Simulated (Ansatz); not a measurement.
# CoO (R-3m): equation of state

How stiff is CoO (R-3m)? Energies and pressures are computed at volumes on both sides of the relaxed cell and fitted.

Program: Ansatz 0.2.0. Level of theory: DFT PBE, scalar-relativistic, plane waves, PAW. These are calculated values, not measurements.

## (1) The starting structure

Symmetry: R-3m, No. 166, trigonal system. Conventional cell: a = 2.824 Å, b = 2.824 Å, c = 8.017 Å, α = 90.00°, β = 90.00°, γ = 120.00°. Co (site symmetry -3m) has 6 O at 2.11 Å in its first shell of neighbours. O (site symmetry -3m) has 6 Co at 2.11 Å in its first shell of neighbours.

Structure file:

```cif
data_structure
_symmetry_space_group_name_H-M 'P 1'
_symmetry_Int_Tables_number 1
_cell_length_a 5.5878
_cell_length_b 5.5878
_cell_length_c 5.5878
_cell_angle_alpha 29.273
_cell_angle_beta 29.273
_cell_angle_gamma 29.273
_cell_volume 36.91
loop_
_atom_site_label
_atom_site_type_symbol
_atom_site_fract_x
_atom_site_fract_y
_atom_site_fract_z
_atom_site_occupancy
Co1 Co 0.00000 0.00000 0.00000 1
O1 O 0.25000 0.25000 0.25000 1
Co2 Co 0.50000 0.50000 0.50000 1
O2 O 0.75000 0.75000 0.75000 1
```

An earlier run at PBE left this cell at 9.228 Å³/atom and 0.00 GPa (14×14×14 mesh). The large moments point both ways and cancel.

Volume factors to run: 0.980, 1.020, 0.960, 1.040.

## (2) Volume × 0.980

The input, input.yaml:

```yaml
crystal:
  lattice:
    - [-2.4038855759, -2.4038855759, 4.3872946998]
    - [-4.3872946998, -2.4038855759, 2.4038855759]
    - [-2.4038855759, -4.3872946998, 2.4038855759]
  atoms:
    - { symbol: Co, position: [0.0, 0.0, 0.0], spin: 2.58 }
    - { symbol: O, position: [1.2500000668, -0.7499999332, -0.7499999332] }
    - { symbol: Co, position: [0.5, 0.5, 0.5], spin: -2.58 }
    - { symbol: O, position: [1.7499999332, -0.2500000668, -0.2500000668] }
basis:
  ecutwfc: 420
  ecutrho_ratio: 4
kpoints:
  mp_grid: { grid: [14, 14, 14] }
hamiltonian:
  xc: pbe
scf:
  occupations: { method: gaussian, width: 0.05 }
output:
  forces: true
  stress: true
  eigenvalues: true
  populations: true
magnetization:
  spin_polarized: true
relax:
  f_tol: 0.01
  max_steps: 40
  cell: { stress_tol: 0.1, fix: [volume] }
```

Command:

```console
> ansatz run input.yaml --threads 1 --pin off --max-ram 2560MiB --backend cpu --events-out ev --progress --plain --runs-dir out
```

After this run come: Volume × 1.020; Volume × 0.960; Volume × 1.040.

Q: Predict the outcome of this session. Wanted: V0; B0; B0′; scatter of the fit.

As calculated:

| quantity | value |
| --- | --- |
| V0 | 9.226 Å³/atom |
| B0 | 180 GPa |
| B0′ | 4.1 |
| scatter of the fit | 0.004 meV/atom |

**Reading.** The fitted minimum lies at 9.23 Å³/atom, and the bulk modulus is 180 GPa. One per cent of compression takes about 1.8 GPa. The moment on atom 1 grows from 2.31 to 2.37 μB on expansion. These are values at 0 K without zero-point motion.
